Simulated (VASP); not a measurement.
# NaF (Villiaumite) (Fm-3m) in VASP: settings compared

One crystal, NaF (Villiaumite), is run at these levels: LDA, HSE06, HSE03, PBE0; tasks: G0W0 quasiparticle levels, band structure.

Everything below comes from runs of VASP 6.6.1. Logs are shortened: lines on timing, memory, paths and dates and some standing lists are left out, and cuts for length are marked.

**1. The structure**

It takes space group Fm-3m (No. 225, cubic). The conventional cell has a = 4.640 Å, b = 4.640 Å, c = 4.640 Å, α = 90.00°, β = 90.00°, γ = 90.00°. Na (site symmetry m-3m) is surrounded by 6 F at 2.32 Å. F (site symmetry m-3m) has 6 Na at 2.32 Å as nearest neighbours.

**2. G0W0 quasiparticle levels, LDA**

POSCAR

```
NaF
1.0
    0.0000000000      2.3200000000      2.3200000000
    2.3200000000      0.0000000000      2.3200000000
    2.3200000000      2.3200000000      0.0000000000
Na F
1 1
Direct
    0.0000000000      0.0000000000      0.0000000000
    0.5000000000      0.5000000000      0.5000000000
```

INCAR.step1

```
SYSTEM = NaF
ALGO = Normal
EDIFF = 1E-8
ENCUT = 500
GGA = CA
ISMEAR = 0
KPAR = 4
LASPH = .True.
LCHARG = .False.
LREAL = .False.
LWAVE = .True.
NELM = 60
PREC = Accurate
SIGMA = 0.01
```

INCAR.step2

```
SYSTEM = NaF
ALGO = Exact
EDIFF = 1E-8
ENCUT = 500
GGA = CA
ISMEAR = 0
ISTART = 1
KPAR = 4
LASPH = .True.
LCHARG = .False.
LOPTICS = .True.
LREAL = .False.
LWAVE = .True.
NBANDS = 168
NELM = 1
PREC = Accurate
SIGMA = 0.01
```

INCAR.step3

```
SYSTEM = NaF
ALGO = EVGW0
EDIFF = 1E-8
ENCUT = 500
ENCUTGW = 200
GGA = CA
ISMEAR = 0
ISTART = 1
KPAR = 4
LASPH = .True.
LCHARG = .False.
LREAL = .False.
LWAVE = .False.
NBANDS = 168
NBANDSGW = 16
NELMGW = 1
NOMEGA = 50
PREC = Accurate
PRECFOCK = Fast
SIGMA = 0.01
```

KPOINTS

```
k-points
0
Gamma
  6 6 6
  0 0 0
```

Potentials or basis: VASP PAW LDA potentials, release 64 (Na_sv_GW, F_GW).

Started as:

```
> cat potpaw_LDA.64/Na_sv_GW/POTCAR potpaw_LDA.64/F_GW/POTCAR > POTCAR
> cp INCAR.step1 INCAR
> mpirun -np 4 vasp_std > vasp.out
> cp INCAR.step2 INCAR
> mpirun -np 4 vasp_std > vasp.out
> cp INCAR.step3 INCAR
> mpirun -np 4 vasp_std > vasp.out
```

OUTCAR:

```text
SYSTEM = NaF
   EDIFF = 1E-8
   ENCUT = 500
   ENCUTGW = 200
   GGA = CA
   ISMEAR = 0
   ISTART = 1
   LASPH = .True.
   LREAL = .False.
   NELMGW = 1
   PREC = Accurate
   PRECFOCK = Fast

 ion  position               nearest neighbor table
   1  0.000  0.000  0.000-   2 2.32   2 2.32   2 2.32   2 2.32   2 2.32   2 2.32
   2  0.500  0.500  0.500-   1 2.32   1 2.32   1 2.32   1 2.32   1 2.32   1 2.32

  LATTYP: Found a face centered cubic cell.
 ALAT       =     4.6400000000

  Lattice vectors:

 A1 = (   0.0000000000,   2.3200000000,   2.3200000000)
 A2 = (   2.3200000000,   0.0000000000,   2.3200000000)
 A3 = (   2.3200000000,   2.3200000000,   0.0000000000)

Analysis of symmetry for initial positions (statically):
=====================================================================
 Subroutine PRICEL returns:
 Original cell was already a primitive cell.

 Routine SETGRP: Setting up the symmetry group for a
 face centered cubic supercell.

 Subroutine GETGRP returns: Found 48 space group operations
 (whereof 48 operations were pure point group operations)
 out of a pool of 48 trial point group operations.

The static configuration has the point symmetry O_h .

Analysis of symmetry for dynamics (positions and initial velocities):
=====================================================================
 Subroutine PRICEL returns:
 Original cell was already a primitive cell.

 Routine SETGRP: Setting up the symmetry group for a
 face centered cubic supercell.

 Subroutine GETGRP returns: Found 48 space group operations
 (whereof 48 operations were pure point group operations)
 out of a pool of 48 trial point group operations.

The dynamic configuration has the point symmetry O_h .

 Subroutine INISYM returns: Found 48 space group operations
 (whereof 48 operations are pure point group operations),
 and found     1 'primitive' translations

----------------------------------------------------------------------------------------

                                     Primitive cell

  volume of cell :      24.9743

  direct lattice vectors                    reciprocal lattice vectors
     0.000000000  2.320000000  2.320000000    -0.215517241  0.215517241  0.215517241
     2.320000000  0.000000000  2.320000000     0.215517241 -0.215517241  0.215517241
     2.320000000  2.320000000  0.000000000     0.215517241  0.215517241 -0.215517241

  length of vectors
     3.280975465  3.280975465  3.280975465     0.373286812  0.373286812  0.373286812

  position of ions in fractional coordinates (direct lattice)
     0.000000000  0.000000000  0.000000000
     0.500000000  0.500000000  0.500000000

  ion indices of the primitive-cell ions
   primitive index   ion index
                 1           1
                 2           2

----------------------------------------------------------------------------------------

 KPOINTS: k-points

Automatic generation of k-mesh.
 Grid dimensions read from file:
 generate k-points for:    6    6    6

 Generating k-lattice:

  Cartesian coordinates                     Fractional coordinates (reciprocal lattice)
    -0.035919540  0.035919540  0.035919540     0.166666667  0.000000000  0.000000000
     0.035919540 -0.035919540  0.035919540     0.000000000  0.166666667  0.000000000
     0.035919540  0.035919540 -0.035919540     0.000000000  0.000000000  0.166666667

  Length of vectors
     0.062214469  0.062214469  0.062214469

  Shift w.r.t. Gamma in fractional coordinates (k-lattice)
     0.000000000  0.000000000  0.000000000

 Subroutine IBZKPT returns following result:
 ===========================================

 Found     16 irreducible k-points:

 Following reciprocal coordinates:
            Coordinates               Weight
  0.000000  0.000000  0.000000      1.000000
  0.166667  0.000000  0.000000      8.000000
  0.333333  0.000000  0.000000      8.000000
  0.500000  0.000000  0.000000      4.000000
  0.166667  0.166667  0.000000      6.000000
  0.333333  0.166667  0.000000     24.000000
[... 8 lines left out ...]
 -0.333333  0.333333  0.166667     24.000000
 -0.333333  0.500000  0.166667     12.000000
   k-points           NKPTS =     16   k-points in BZ     NKDIM =    216   number of bands    NBANDS=    168
   number of dos      NEDOS =    301   number of ions     NIONS =      2
   total plane-waves  NPLWV =  13824
   dimension x,y,z NGX =    24 NGY =   24 NGZ =   24
   dimension x,y,z NGXF=    48 NGYF=   48 NGZF=   48
   ions per type =               1   1
   NGX,Y,Z   is equivalent  to a cutoff of  12.16, 12.16, 12.16 a.u.
   NGXF,Y,Z  is equivalent  to a cutoff of  24.32, 24.32, 24.32 a.u.
 SYSTEM =  NaF
   PREC   = accura    normal or accurate (medium, high low for compatibility)
   ISTART =      1    job   : 0-new  1-cont  2-samecut
   ICHARG =      0    charge: 1-file 2-atom 10-const
   ISPIN  =      1    spin polarized calculation?
   LNONCOLLINEAR =      F non collinear calculations
   LSORBIT =      F    spin-orbit coupling
   LASPH  =      T    aspherical Exc in radial PAW
   ENCUT  =  500.0 eV  36.75 Ry    6.06 a.u.   5.98  5.98  5.98*2*pi/ulx,y,z
   NELM   =     60;   NELMIN=  2; NELMDL=  0     # of ELM steps
   EDIFF  = 0.1E-07   stopping-criterion for ELM
   LREAL  =      F    real-space projection
   EDIFFG = 0.1E-06   stopping-criterion for IOM
   NSW    =      0    number of steps for IOM
   IBRION =     -1    ionic relax: 0-MD 1-quasi-New 2-CG
   NFREE  =      0    steps in history (QN), initial steepest desc. (CG)
   ISIF   =      0    stress and relaxation
   ISYM   =      3    0-nonsym 1-usesym 2-fastsym
   POTIM  = 0.5000    time-step for ionic-motion
   TEBEG  =    0.0;   TEEND  =   0.0 temperature during run
   PSTRESS=    0.0 pullay stress
   NELECT =      16.0000    total number of electrons
   NUPDOWN=      -1.0000    fix difference up-down
   EMIN   =  10.00;   EMAX   =-10.00  energy-range for DOS
   EFERMI =   0.00;   METHOD = LEGACY
   ISMEAR =     0;   SIGMA  =   0.01  broadening in eV -4-tet -1-fermi 0-gaus
   EFERMI_NEDOS =   21; number of points for ismear=-14 and -15
   IALGO  =     38    algorithm
   IMIX   =      4    mixing-type and parameters
     AMIX     =   0.40;   BMIX     =  1.00
     AMIX_MAG =   1.60;   BMIX_MAG =  1.00
  volume/ion in A,a.u.               =      12.49        84.27
  Fermi-wavevector in a.u.,A,eV,Ry     =   1.411292  2.666955 27.099333  1.991745
  Thomas-Fermi vector in A             =   2.533158
   LORBIT       =      0    0 simple, 1 ext, 2 COOP (PROOUT), +10 PAW based schemes
   GGA     = CA    functional components
   LHFCALC =     T    Hartree Fock is set to
   PRECFOCK=fast      Normal, Fast or Accurate (Low or Medium for compatibility)
   ENCUT4O =  -1.0   cutoff for four orbital integrals eV
   NKREDX  =     1    reduce k-point grid by
   NKREDY  =     1    reduce k-point grid by
   NKREDZ  =     1    reduce k-point grid by
   AEXX    =    1.0000 exact exchange contribution
   HFSCREEN=    0.0000 screening length (either q_TF or 0.3 A-1)
   HFSCREENC=   0.0000 screening length for correlation (either q_TF or 0.3 A-1)
   ENCUTFOCK=  -1.0 apply spherical cutoff to Coloumb kernel
   IVDW    =     0    specifies the selected vdW correction
   LEPSILON=     F    determine dielectric tensor
   LRPA    =     F    only Hartree local field effects (RPA)
   LRPAFORCE           =     F    calculate RPA forces
   ENCUTGW             = 200.0    cutoff for response function in eV
   ENCUTGWSOFT         = 160.0    soft cutoff for Coulomb kernel in GW response function in eV
   ENCUTLF             =  -1.0    cutoff for local field effects
   NELMGW              =     1    number of iterations in solving QP/BSE equation
   NELMHF              =     1    number of iterations in the inner HF iteration
   NKREDLFX            =     1    NKREDLFY  =   1   NKREDLFZ  =   1
 non-spin polarized calculation
 Gauss-broadening in eV      SIGMA  =   0.01
  energy-cutoff  :      500.00
  volume of cell :       24.97
 maximum number of plane-waves:       650
  NGX = 14; NGY = 14; NGZ = 14
   NGX = 11   NGY = 11   NGZ = 11
 maximum number of plane-waves:       169

 QP shifts <psi_nk| G(iteration)W_0 |psi_nk>: iteration 1
 for sc-GW calculations column KS-energies equals QP-energies in previous step
 and V_xc(KS)=  KS-energies - (<T + V_ion + V_H > + <T+V_H+V_ion>^1  + <V_x>^1)

 k-point   1 :       0.0000    0.0000    0.0000
  band No.  KS-energies  QP-energies   sigma(KS)   V_xc(KS)     V^pw_x(r,r')   Z            occupation Imag(sigma)

      1     -48.4499     -58.0711     -40.4128     -28.4143     -48.8163       0.8019       2.0000       0.4685
      2     -20.9769     -27.1303     -35.6140     -28.2872     -41.3331       0.8399       2.0000       0.1829
      3     -20.9769     -27.1303     -35.6140     -28.2872     -41.3331       0.8399       2.0000       0.1829
      4     -20.9769     -27.1303     -35.6140     -28.2872     -41.3331       0.8399       2.0000       0.1829
      5     -20.9474     -25.4142     -28.1248     -22.1606     -36.5103       0.7489       2.0000       1.1319
      6      -2.2104      -4.7678     -25.5887     -22.3432     -30.0194       0.7880       2.0000       0.2132
[... 8 lines left out ...]
     15      21.3123      23.9440      -6.3006      -9.3065      -2.7483       0.8755       0.0000      -0.2294
     16      24.0383      27.3262      -8.5687     -12.3637      -4.5704       0.8664       0.0000      -0.4466

 k-point   2 :       0.1667    0.0000    0.0000
  band No.  KS-energies  QP-energies   sigma(KS)   V_xc(KS)     V^pw_x(r,r')   Z            occupation Imag(sigma)

      1     -48.4464     -58.0827     -40.4203     -28.4206     -48.8241       0.8030       2.0000       0.4673
      2     -21.3720     -26.7414     -31.9019     -25.1683     -38.8035       0.7974       2.0000       0.6243
      3     -20.9804     -27.1263     -35.6047     -28.2805     -41.3227       0.8391       2.0000       0.1819
      4     -20.9804     -27.1263     -35.6047     -28.2805     -41.3227       0.8391       2.0000       0.1819
      5     -20.5208     -25.6356     -31.8775     -25.3256     -39.0758       0.7807       2.0000       0.6833
      6      -2.7233      -5.3134     -24.3733     -21.0752     -28.6292       0.7853       2.0000       0.2184
[... 8 lines left out ...]
     15      21.5428      23.8603      -5.9917      -8.5783      -2.2692       0.8959       0.0000      -0.5675
     16      24.6375      27.4369      -6.5032      -9.6353      -2.6940       0.8938       0.0000      -0.5323

 k-point   3 :       0.3333    0.0000    0.0000
  band No.  KS-energies  QP-energies   sigma(KS)   V_xc(KS)     V^pw_x(r,r')   Z            occupation Imag(sigma)

      1     -48.4390     -58.1089     -40.4349     -28.4337     -48.8392       0.8057       2.0000       0.4649
      2     -21.6502     -27.0356     -31.8158     -25.0420     -38.6498       0.7950       2.0000       0.6120
      3     -20.9865     -27.1328     -35.5907     -28.2677     -41.3068       0.8393       2.0000       0.1798
      4     -20.9865     -27.1328     -35.5907     -28.2677     -41.3068       0.8393       2.0000       0.1798
      5     -20.1681     -25.2596     -32.0519     -25.5463     -39.3099       0.7826       2.0000       0.6804
      6      -3.5199      -6.2347     -23.0618     -19.6137     -27.2108       0.7874       2.0000       0.2376
[... 234 lines left out ...]
      1     -48.4321     -58.1851     -40.4482     -28.4460     -48.8538       0.8126       2.0000       0.4634
      2     -21.4858     -26.9901     -32.4208     -25.5707     -39.0950       0.8035       2.0000       0.5445
      3     -21.0572     -27.1541     -35.4178     -28.0997     -41.1161       0.8331       2.0000       0.1893
      4     -21.0309     -27.1320     -35.4640     -28.1467     -41.1782       0.8338       2.0000       0.1881
      5     -20.2506     -25.2481     -31.5851     -25.1534     -38.9966       0.7770       2.0000       0.7327
      6      -3.3873      -6.1170     -23.5337     -20.0641     -27.7734       0.7868       2.0000       0.2367
[... 8 lines left out ...]
     15      25.2365      28.3444      -7.6257     -11.1539      -3.7732       0.8809       0.0000      -0.4175
     16      25.7943      28.9960      -8.0082     -11.6435      -4.0496       0.8807       0.0000      -0.4887

 k-point  16 :      -0.3333    0.5000    0.1667
  band No.  KS-energies  QP-energies   sigma(KS)   V_xc(KS)     V^pw_x(r,r')   Z            occupation Imag(sigma)

      1     -48.4310     -58.1980     -40.4497     -28.4480     -48.8556       0.8138       2.0000       0.4633
      2     -21.2932     -26.8632     -32.9467     -26.0457     -39.5151       0.8071       2.0000       0.4933
      3     -21.1024     -27.1943     -35.3073     -27.9893     -40.9940       0.8325       2.0000       0.1952
      4     -21.0562     -27.1581     -35.4247     -28.1043     -41.1241       0.8335       2.0000       0.1903
      5     -20.4017     -25.3055     -31.1227     -24.7446     -38.6590       0.7689       2.0000       0.7822
      6      -3.3342      -6.0683     -23.7263     -20.2526     -27.9955       0.7871       2.0000       0.2348
[... 8 lines left out ...]
     15      23.4091      25.9172      -6.1159      -8.9608      -2.3702       0.8816       0.0000      -0.4628
     16      25.7140      28.8613      -7.6720     -11.2538      -3.8002       0.8787       0.0000      -0.3952
```

It took 2.1 min on 4 MPI ranks of Intel Xeon Platinum 8488C (Sapphire Rapids), shared host; peak memory 0.68 GiB.

Results:

```
Band gap on the k mesh, mean-field level : 5.95 eV, direct
Quasiparticle gap                        : 10.52 eV
Least direct quasiparticle gap           : 10.52 eV
```

Caveat: the cutoff is under 1.25 times the usual one of these potentials, so pressure, stress and relaxed cells hold a basis-set (Pulay) error; bands, screening cutoff and mesh are small and nothing is extrapolated, so the quasiparticle values aren't converged.

**3. Band structure, HSE06**

POSCAR is that of step 2.

INCAR.step1

```
SYSTEM = NaF
ALGO = Normal
EDIFF = 1E-5
ENCUT = 520
GGA = PE
ISIF = 2
ISMEAR = 0
KPAR = 4
LASPH = .True.
LCHARG = .False.
LREAL = .False.
LWAVE = .True.
NELM = 60
PREC = Accurate
SIGMA = 0.02
```

INCAR.step2

```
SYSTEM = NaF
ALGO = Normal
EDIFF = 1E-6
ENCUT = 520
GGA = PE
HFSCREEN = 0.2
ISIF = 2
ISMEAR = 0
ISTART = 1
KPAR = 4
LASPH = .True.
LCHARG = .False.
LHFCALC = .True.
LREAL = .False.
LWAVE = .False.
NELM = 60
PREC = Accurate
PRECFOCK = Fast
SIGMA = 0.02
```

KPOINTS

```
k-points
0
Gamma
  8 8 8
  0 0 0
```

KPOINTS_OPT

```
path GXWKGLUWLK,UX
12
line-mode
reciprocal
 0.0000000000  0.0000000000  0.0000000000  G
 0.5000000000  0.0000000000  0.5000000000  X

 0.5000000000  0.0000000000  0.5000000000  X
 0.5000000000  0.2500000000  0.7500000000  W

 0.5000000000  0.2500000000  0.7500000000  W
 0.3750000000  0.3750000000  0.7500000000  K

 0.3750000000  0.3750000000  0.7500000000  K
 0.0000000000  0.0000000000  0.0000000000  G

 0.0000000000  0.0000000000  0.0000000000  G
 0.5000000000  0.5000000000  0.5000000000  L

 0.5000000000  0.5000000000  0.5000000000  L
 0.6250000000  0.2500000000  0.6250000000  U

 0.6250000000  0.2500000000  0.6250000000  U
 0.5000000000  0.2500000000  0.7500000000  W

 0.5000000000  0.2500000000  0.7500000000  W
 0.5000000000  0.5000000000  0.5000000000  L

 0.5000000000  0.5000000000  0.5000000000  L
 0.3750000000  0.3750000000  0.7500000000  K

 0.6250000000  0.2500000000  0.6250000000  U
 0.5000000000  0.0000000000  0.5000000000  X
```

Potentials or basis: VASP PAW PBE potentials, release 64 (Na_pv, F).

Started as:

```
> cat potpaw_PBE.64/Na_pv/POTCAR potpaw_PBE.64/F/POTCAR > POTCAR
> cp INCAR.step1 INCAR
> mpirun -np 4 vasp_std > vasp.out
> cp INCAR.step2 INCAR
> mpirun -np 4 vasp_std > vasp.out
```

Run time: 8.7 min. Hardware: 4 MPI ranks of Intel Xeon 6975P-C (Granite Rapids), shared host; peak memory 0.32 GiB.

The run converged. Its results:

* Free energy: -10.3299 eV
* Pressure: 0.0 GPa
* Band gap on the k mesh: 8.45 eV, direct
* Band gap along the path: 8.45 eV, direct

Levels at the corners of the path, in eV from the valence-band top:
| point | band 5 | band 6 | band 7 | band 8 | band 9 | band 10 |
| --- | --- | --- | --- | --- | --- | --- |
| Γ | 0.00 | 0.00 | 0.00 | 8.45 | 21.35 | 21.35 |
| X | -1.32 | -0.43 | -0.43 | 15.49 | 15.50 | 15.96 |
| X | -1.32 | -0.43 | -0.43 | 15.49 | 15.50 | 15.96 |
| W | -0.90 | -0.90 | -0.59 | 15.51 | 15.51 | 17.62 |
| W | -0.90 | -0.90 | -0.59 | 15.51 | 15.51 | 17.62 |
| K | -1.09 | -0.85 | -0.39 | 15.08 | 15.55 | 17.10 |
| K | -1.09 | -0.85 | -0.39 | 15.08 | 15.55 | 17.10 |
| Γ | 0.00 | 0.00 | 0.00 | 8.45 | 21.35 | 21.35 |
| Γ | 0.00 | 0.00 | 0.00 | 8.45 | 21.35 | 21.35 |
| L | -1.61 | -0.27 | -0.27 | 12.99 | 14.82 | 22.53 |
| L | -1.61 | -0.27 | -0.27 | 12.99 | 14.82 | 22.53 |
| U | -1.09 | -0.85 | -0.39 | 15.08 | 15.55 | 17.10 |
| U | -1.09 | -0.85 | -0.39 | 15.08 | 15.55 | 17.10 |
| W | -0.90 | -0.90 | -0.59 | 15.51 | 15.51 | 17.62 |
| W | -0.90 | -0.90 | -0.59 | 15.51 | 15.51 | 17.62 |
| L | -1.61 | -0.27 | -0.27 | 12.99 | 14.82 | 22.53 |
| L | -1.61 | -0.27 | -0.27 | 12.99 | 14.82 | 22.53 |
| K | -1.09 | -0.85 | -0.39 | 15.08 | 15.55 | 17.10 |
| U | -1.09 | -0.85 | -0.39 | 15.08 | 15.55 | 17.10 |
| X | -1.32 | -0.43 | -0.43 | 15.49 | 15.50 | 15.96 |

Caveat: the PAW data sets were made with another functional, which shifts forces and pressure a little.

(Part 1 of 2 ends here.)
